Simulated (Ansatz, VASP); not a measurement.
## Al2O3: VASP beside Ansatz

File INCAR:

```
SYSTEM = Al2O3
PREC = Accurate
ENCUT = 520
EDIFF = 1E-6
ISMEAR = 0
SIGMA = 0.02
LREAL = .FALSE.
LASPH = .TRUE.
NELM = 100
ALGO = Normal
ISIF = 2
LWAVE = .FALSE.
LCHARG = .FALSE.
GGA = PE
NBANDS = 35
```

The input KPOINTS:

```
Automatic mesh
0
G
  6 6 6
  0 0 0
```

Contents of POSCAR:

```
Al2O3
1.0
    2.4043547753      1.3881548767      4.3744983284
   -2.4043547753      1.3881548767      4.3744983284
    0.0000000000     -2.7763097535      4.3744983284
Al O
4 6
Direct
    0.3521453632      0.3521453632      0.3521453632
    0.1478546368      0.1478546368      0.1478546368
    0.6478546368      0.6478546368      0.6478546368
    0.8521453632      0.8521453632      0.8521453632
    0.5561715225      0.9438284775      0.2500000000
    0.2500000000      0.5561715225      0.9438284775
    0.9438284775      0.2500000000      0.5561715225
    0.4438284775      0.0561715225      0.7500000000
    0.7500000000      0.4438284775      0.0561715225
    0.0561715225      0.7500000000      0.4438284775
```

Input for Ansatz:

```yaml
crystal:
  lattice:
    - [2.4043547729, 1.3881548753, 4.3744983371]
    - [-2.4043547729, 1.3881548753, 4.3744983371]
    - [0.0, -2.7763097507, 4.374498337]
  atoms:
    - { symbol: Al, position: [0.3521453631, 0.3521453631, 0.3521453631] }
    - { symbol: Al, position: [0.1478546369, 0.1478546369, 0.1478546369] }
    - { symbol: Al, position: [0.6478546369, 0.6478546369, 0.6478546369] }
    - { symbol: Al, position: [0.8521453631, 0.8521453631, 0.8521453631] }
    - { symbol: O, position: [0.5561715226, 0.9438284774, 0.25] }
    - { symbol: O, position: [0.25, 0.5561715226, 0.9438284774] }
    - { symbol: O, position: [0.9438284774, 0.25, 0.5561715226] }
    - { symbol: O, position: [0.4438284774, 0.0561715226, 0.75] }
    - { symbol: O, position: [0.75, 0.4438284774, 0.0561715226] }
    - { symbol: O, position: [0.0561715226, 0.75, 0.4438284774] }
basis:
  ecutwfc: 420
kpoints:
  mp_grid: { grid: [6, 6, 6] }
  band_path:
    path:
      - [[0.0, 0.0, 0.0], [0.5, 0.5, 0.5], [0.76620157, 0.23379843, 0.5]]
      - [[0.5, -0.23379843, 0.23379843], [0.5, 0.0, 0.0], [0.0, 0.0, 0.0], [0.36689922, -0.36689922, 0.0]]
      - [[0.63310078, 0.0, 0.36689922], [0.5, 0.0, 0.5], [0.0, 0.0, 0.0]]
    npoints: 14
hamiltonian:
  xc: pbe
scf:
  occupations: { method: gaussian, width: 0.02 }
  n_extra_bands: 25
output:
  forces: true
  stress: true
  eigenvalues: true
  populations: true
  dos: { projected: true, de: 0.02, nscf_kmesh: { grid: [9, 9, 9] } }
  bader: true
  write_density: true
  write_potential: true
  elf: true
  volumetric_format: npy
```

Alike in both runs: task single point; functional PBE; k mesh 6 × 6 × 6; occupations gaussian, width 0.02 eV; no spin polarisation.

|  | VASP | Ansatz |
| --- | --- | --- |
| version | VASP 6.6.1 | Ansatz 0.2.0 |
| potentials or method | VASP PAW PBE potentials, release 64 (Al, O) | scalar-relativistic, plane waves, PAW |
| plane-wave cutoff (eV) | 520 | 420 |
| valence electrons in the cell | 48 | 48 |

Ansatz gave:

| Property | Result |
| --- | --- |
| gap on the k mesh at the Fermi level (eV) | 5.85 |
| least direct gap on the mesh (eV) | 5.85 |
| pressure (GPa) | 0.0 |

Problem. What did VASP give for the same quantities?

Solution. gap on the k mesh at the Fermi level (eV): 5.85; least direct gap on the mesh (eV): 5.85; pressure (GPa): -0.1.

Expect the measured gap to be larger: semilocal functionals such as PBE lack the derivative discontinuity.
